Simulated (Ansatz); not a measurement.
Runs of Ansatz 0.2.0 on Sb. The structure is trigonal, space group R-3m (No. 166). The conventional cell has a = 4.308 Å, b = 4.308 Å, c = 11.274 Å, α = 90.00°, β = 90.00°, γ = 120.00°. Sb (site symmetry 3m) has 3 Sb at 2.91 Å as nearest neighbours. 

```tsv
task	level	potentials or basis	cell	k mesh	cutoff (eV)	share of exact exchange	screening of exact exchange	basis error allowed	mesh quality	gap on the mesh (eV)	pressure (GPa)	relaxed volume (Å³/atom)	largest force (eV/Å)
single point	HSE(alpha, omega)	all-electron PAW datasets made for the crystal	as given	4 × 4 × 4	270	0.2	0.2 1/A	-	coarse	0.29	1.1	-	(b)
single point	HSE(alpha, omega)	all-electron PAW datasets made for the crystal	as given	4 × 4 × 4	270	0.3	0.2 1/A	-	coarse	0.31	(c)	-	0.39
relaxation of cell and atoms	RPBE+D3(BJ)	all-electron LAPW, scalar-relativistic	relaxed	8 × 8 × 8	-	-	-	0.001 eV/atom	not flagged	-	0.0	(a)	-
elastic constants	PBEsol	all-electron LAPW, scalar-relativistic	as given	6 × 6 × 6	249	-	-	0.001 eV/atom	coarse	none	0.0	-	-
relaxation of cell and atoms	PBEsol	all-electron LAPW, scalar-relativistic	relaxed	8 × 8 × 8	-	-	-	0.001 eV/atom	not flagged	-	0.0	29.87	-
single point	HSE(alpha, omega)	all-electron PAW datasets made for the crystal	as given	4 × 4 × 4	270	0.4	0.2 1/A	-	coarse	0.33	-0.4	-	0.51
phonons	PBEsol	all-electron LAPW, scalar-relativistic	as given	6 × 6 × 6	249	-	-	0.001 eV/atom	coarse	none	-	-	0.02
single point	HSE(alpha, omega)	all-electron PAW datasets made for the crystal	as given	4 × 4 × 4	270	0.25	0.2 1/A	-	coarse	0.30	0.8	-	0.33
```

Alike in all rows: no spin polarisation; smearing fermi-dirac 0.05 eV.

Problem. Fill in the values left out.

Solution. (a) 23.11; (b) 0.27; (c) 0.4.

Caveats: some runs use coarse meshes; the program warned that the printed levels may be off, so bands, gaps and densities of states are rough (some runs); spin-orbit coupling is left out, which moves the levels of the heavy elements (some runs); the k mesh is thin for a metal, which can move the energy by tens of meV per atom (some runs); the volume moved by over 15 % at a fixed basis, so the end points are rough (some runs); the volume moved by -23 % from the deposited cell, more than functionals usually miss (some runs); elastic constants of metals need much finer meshes, so these are rough (some runs).

A k mesh can miss the band edges, and the runs leave out spin-orbit coupling on Sb.

A gap of «none» marks a metal or a gap under the smearing width.

The runs don't all hold the same shells in valence.

Runs at the PBE level aren't shown here.
